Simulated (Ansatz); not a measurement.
The elements of this relaxed trial crystal are hidden behind letters.

```
lattice vectors (Å)
   4.4984    0.0000    0.0000
  -2.2492    3.8957    0.0000
   0.0000    0.0000   11.0569
fractional positions
X 0.3333 0.6667 0.5490
X 0.6667 0.3333 0.1910
X 0.6667 0.3333 0.4510
X 0.3333 0.6667 0.8090
Z 0.0000 0.0000 0.8867
Z 0.0000 0.0000 0.1133
```

Method: Ansatz 0.2.0, DFT PBE, scalar-relativistic, plane waves, PAW. Cutoff 420 eV, Γ-centred 12×12×4 mesh (6-atom cell), Gaussian smearing of 0.10 eV, no spin polarisation.

| Quantity | Value |
| --- | --- |
| Space group | P-3m1 (No. 164) |
| Conventional cell | a = 4.498 Å, c = 11.057 Å |
| Volume per atom | 32.29 Å³ |
| Density | 5.31 g/cm³ |
| Energy over the elements | +0.04 eV/atom |
| Gap on the 12×12×4 mesh of the 6-atom cell | 0 eV (the bands overlap slightly) |

Energies are uncorrected and count from the elements' standard states at the same level.

Question: X is a p-block element of period 5 and Z is a p-block element of period 4. Which elements are they?

Answer: X = Sn, Z = Ge, so the formula is Sn2Ge. Density times volume gives a mean mass of 5.31 × 32.29/1.6605 = 103.3 u per atom, and this set has 103.4 u. Sn on its first site is surrounded by 4 Sn at 2.81–2.87 Å; around Sn on its second site lie 3 Ge at 2.74 Å and 1 Sn at 2.87 Å; Ge is surrounded by 1 Ge at 2.51 Å and 3 Sn at 2.74 Å. Other sets within the hints have nearly the same mass, so mass alone doesn't settle it; this one was computed.

The zero gap may come from the functional, which often closes small gaps. A later test with randomly moved atoms came back to the same energy, though modes that don't fit the test's cell weren't probed.
